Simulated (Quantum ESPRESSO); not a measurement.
Write the native input for Quantum ESPRESSO 7.5 that does the following.

```
Task                : band structure
Functional          : PBE
Potentials or basis : PseudoDojo 0.4 FR PBE standard
Cutoff              : 1007 eV
Density cutoff      : 4027 eV
k mesh              : 7 × 7 × 7
Occupations         : fermi-dirac, width 0.05 eV
Spin                : spin-orbit coupling, no magnetisation
Mixing beta         : 0.5
Most SCF iterations : 120
SCF threshold       : 4e-10 Ry
```

Crystal: KI.

```
CELL_PARAMETERS angstrom
0.00000 3.53277 3.53277
3.53277 0.00000 3.53277
3.53277 3.53277 0.00000
ATOMIC_POSITIONS crystal
I 0.50000 0.50000 0.50000
K 0.00000 0.00000 0.00000
```

One way to write it, as run:

pw.in

```
&CONTROL
  calculation = 'scf'
  prefix = 'pwscf'
  outdir = './tmp'
  pseudo_dir = './pseudo'
  tprnfor = .true.
  tstress = .true.
  disk_io = 'low'
/
&SYSTEM
  ibrav = 0
  nat = 2
  ntyp = 2
  ecutwfc = 74
  nbnd = 28
  occupations = 'smearing'
  smearing = 'fd'
  degauss = 0.00367493
  noncolin = .true.
  lspinorb = .true.
/
&ELECTRONS
  conv_thr = 4d-10
  electron_maxstep = 120
  mixing_beta = 0.5
/
ATOMIC_SPECIES
I    126.9045 I.upf
K     39.0983 K.upf
CELL_PARAMETERS angstrom
   0.0000000000    3.5327750000    3.5327750000
   3.5327750000    0.0000000000    3.5327750000
   3.5327750000    3.5327750000    0.0000000000
ATOMIC_POSITIONS angstrom
I      3.5327750000    3.5327750000    3.5327750000
K      0.0000000000    0.0000000000    0.0000000000
K_POINTS automatic
7 7 7 0 0 0
```

bands.in

```
&CONTROL
  calculation = 'bands'
  prefix = 'pwscf'
  outdir = './tmp'
  pseudo_dir = './pseudo'
  disk_io = 'low'
  verbosity = 'high'
/
&SYSTEM
  ibrav = 0
  nat = 2
  ntyp = 2
  ecutwfc = 74
  nbnd = 28
  occupations = 'smearing'
  smearing = 'fd'
  degauss = 0.00367493
  noncolin = .true.
  lspinorb = .true.
/
&ELECTRONS
  conv_thr = 1d-08
  electron_maxstep = 120
  mixing_beta = 0.5
  diago_full_acc = .true.
/
ATOMIC_SPECIES
I    126.9045 I.upf
K     39.0983 K.upf
CELL_PARAMETERS angstrom
   0.0000000000    3.5327750000    3.5327750000
   3.5327750000    0.0000000000    3.5327750000
   3.5327750000    3.5327750000    0.0000000000
ATOMIC_POSITIONS angstrom
I      3.5327750000    3.5327750000    3.5327750000
K      0.0000000000    0.0000000000    0.0000000000
K_POINTS crystal
60
 0.0000000000  0.0000000000  0.0000000000 1
 0.0625000000  0.0000000000  0.0625000000 1
 0.1250000000  0.0000000000  0.1250000000 1
 0.1875000000  0.0000000000  0.1875000000 1
 0.2500000000  0.0000000000  0.2500000000 1
 0.3125000000  0.0000000000  0.3125000000 1
 0.3750000000  0.0000000000  0.3750000000 1
 0.4375000000  0.0000000000  0.4375000000 1
 0.5000000000  0.0000000000  0.5000000000 1
 0.5000000000  0.0625000000  0.5625000000 1
 0.5000000000  0.1250000000  0.6250000000 1
 0.5000000000  0.1875000000  0.6875000000 1
 0.5000000000  0.2500000000  0.7500000000 1
 0.4375000000  0.3125000000  0.7500000000 1
 0.3750000000  0.3750000000  0.7500000000 1
 0.3375000000  0.3375000000  0.6750000000 1
 0.3000000000  0.3000000000  0.6000000000 1
 0.2625000000  0.2625000000  0.5250000000 1
 0.2250000000  0.2250000000  0.4500000000 1
 0.1875000000  0.1875000000  0.3750000000 1
 0.1500000000  0.1500000000  0.3000000000 1
 0.1125000000  0.1125000000  0.2250000000 1
 0.0750000000  0.0750000000  0.1500000000 1
 0.0375000000  0.0375000000  0.0750000000 1
 0.0000000000  0.0000000000  0.0000000000 1
 0.0625000000  0.0625000000  0.0625000000 1
 0.1250000000  0.1250000000  0.1250000000 1
 0.1875000000  0.1875000000  0.1875000000 1
 0.2500000000  0.2500000000  0.2500000000 1
 0.3125000000  0.3125000000  0.3125000000 1
 0.3750000000  0.3750000000  0.3750000000 1
 0.4375000000  0.4375000000  0.4375000000 1
 0.5000000000  0.5000000000  0.5000000000 1
 0.5250000000  0.4500000000  0.5250000000 1
 0.5500000000  0.4000000000  0.5500000000 1
 0.5750000000  0.3500000000  0.5750000000 1
 0.6000000000  0.3000000000  0.6000000000 1
 0.6250000000  0.2500000000  0.6250000000 1
 0.5833333333  0.2500000000  0.6666666667 1
 0.5416666667  0.2500000000  0.7083333333 1
 0.5000000000  0.2500000000  0.7500000000 1
 0.5000000000  0.2857142857  0.7142857143 1
 0.5000000000  0.3214285714  0.6785714286 1
 0.5000000000  0.3571428571  0.6428571429 1
 0.5000000000  0.3928571429  0.6071428571 1
 0.5000000000  0.4285714286  0.5714285714 1
 0.5000000000  0.4642857143  0.5357142857 1
 0.5000000000  0.5000000000  0.5000000000 1
 0.4821428571  0.4821428571  0.5357142857 1
 0.4642857143  0.4642857143  0.5714285714 1
 0.4464285714  0.4464285714  0.6071428571 1
 0.4285714286  0.4285714286  0.6428571429 1
 0.4107142857  0.4107142857  0.6785714286 1
 0.3928571429  0.3928571429  0.7142857143 1
 0.3750000000  0.3750000000  0.7500000000 1
 0.6250000000  0.2500000000  0.6250000000 1
 0.5937500000  0.1875000000  0.5937500000 1
 0.5625000000  0.1250000000  0.5625000000 1
 0.5312500000  0.0625000000  0.5312500000 1
 0.5000000000  0.0000000000  0.5000000000 1
```

Potentials or basis: PseudoDojo 0.4 FR PBE standard.

Run with:

```sh
$ OMP_NUM_THREADS=1 pw.x -in pw.in > pw.out
$ OMP_NUM_THREADS=1 pw.x -in bands.in > bands.out
```

Results of the run:

```
Pressure                : 0.6 GPa
Band gap on the k mesh  : 3.64 eV, direct
Band gap along the path : 3.64 eV, direct
```

Caveat: some levels on the path didn't converge.

Run time: 13 min on 1 thread of Arm Neoverse V1 (shared host), peak memory 0.41 GiB.
